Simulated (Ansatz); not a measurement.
## Effect of biaxial strain +2.76 %, plane normal [001], relaxed out of plane on NaBr

The parent structure is NaBr in the rock salt structure (space group Fm-3m, No. 225; a = 5.948 Å). Axes: x, y, z lie along the cube axes.

The change: tensile biaxial strain of 2.76 % in the plane normal to [001], as in epitaxy on a mismatched substrate; the out-of-plane cell vector and the atoms relax.

Method: r2SCAN, PAW, 500 eV (Ansatz, a quantum-chemistry and plane-wave program; no spin-orbit coupling). Settings: 10×10×10 k-points, 0.05 eV Fermi–Dirac smearing.

| quantity | base | changed | shift |
|---|---|---|---|
| space group | Fm-3m (No. 225) | I4/mmm (No. 139) | – |
| shortest interatomic distance | 2.974 Å | 2.942 Å | -0.032 Å |
| energy relative to the base (free energy F) | 0 meV/atom | +5.9 meV/atom | +5.9 meV/atom |
| pressure (mean of the normal stresses, compression positive) | 0.00 GPa | -0.81 GPa | -0.81 GPa |
| band gap | 4.98 eV | 4.83 eV | -0.15 eV |
| gap character | direct at Γ | direct at Γ | – |
| electron mass | 0.33 mₑ (at Γ) | 0.33 mₑ (at Γ) | – |
| valence-band top at Γ (three highest levels, from the VBM) | 0.00, 0.00, 0.00 eV | 0.00, 0.00, -0.04 eV | – |
| out-of-plane strain | – | -1.08 % | – |
| ratio −ε⊥/ε∥ | – | 0.39 | – |
| mean in-plane stress (compression positive) | – | -1.2 GPa | – |

Effective masses come from finite differences of ±0.01 Å⁻¹. Stability against distortions was not tested. Labels are those of the standard path for the cell's own space group.
